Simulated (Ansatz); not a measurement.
All numbers below come from DFT PBE, scalar-relativistic, plane waves, PAW in Ansatz 0.2.0. Settings: cutoff 420 eV, Γ-centred meshes spaced at most about 0.3 Å⁻¹ (2π included), Gaussian smearing. No spin polarisation.

Formation energies are uncorrected and refer to the elements' standard structures at the same level (O₂ as a molecule).

These are static total energies at zero pressure. Only the structures computed here compete, so a lower one can exist. Kohn–Sham gaps at this level usually fall short of measured ones.

A search for ZrSi₃O₈ gave 6 distinct relaxed structures. Coordination counts O atoms around Si and Zr (those within 1.25 times the shortest such distance or 1.15 times the sum of covalent radii, 1.27 where that leaves under three; a plus sign parts nearer from farther groups). Cells relaxed within their symmetry can be saddle points.

Question: What is the best candidate for ZrSi₃O₈?

Answer: The one with space group C2 (No. 5), reached from: Zr/Si ordered on a cell of SiO2. It has a = 7.525 Å, b = 7.661 Å, c = 7.607 Å, β = 90.0°, 18.3 Å³/atom, a gap of 5.19 eV on the mesh. Around Zr lie 4 O at 1.95–1.96 Å; Si on a site of symmetry 2 is surrounded by 4 O at 1.63 Å; Si on a site of symmetry 1 is surrounded by 4 O at 1.63–1.64 Å; O on its first site is surrounded by 1 Si at 1.63 Å and 1 Zr at 1.96 Å; 3 more sites not described. Its energy over the elements is −2.870 eV/atom. It lies below the elements, which doesn't yet make it stable against other compounds or structures. An observed structure of this formula, if there is one, may be missing.

```
Zr Si O
1.0
     3.76233   -3.83070    0.00000
     3.76233    3.83070    0.00000
    -0.00505    0.00000    7.60723
Zr Si O
1 3 8
Cartesian
  3.7623 2.0706 0.0000
  3.7598 -2.0932 3.8036
  5.4555 0.0033 5.5564
  2.0641 0.0033 2.0508
  3.2094 1.0608 1.5891
  0.8350 0.7712 2.7993
  4.8214 -1.1582 4.6067
  6.0521 -0.6658 6.9242
  6.6847 0.7712 4.8079
  2.6982 -1.1582 3.0005
  1.4675 -0.6658 0.6830
  4.3102 1.0608 6.0181
```

Question: How much higher is the Cmmm structure with 10.5 Å³/atom and coordination Zr 4+4, Si 4 (reached from: Zr and Si ordered on fluorite sites)?

Answer: 0.84 eV/atom. Its gap on the mesh is 1.68 eV.

Question: How much higher is the P222 structure with 14.4 Å³/atom and coordination Zr 4, Si 4 (reached from: Zr/Si ordered on a cell of SiO2)?

Answer: 0.45 eV/atom. Its gap on the mesh is 3.96 eV. It holds Si–Si chains (shortest 2.53 Å).
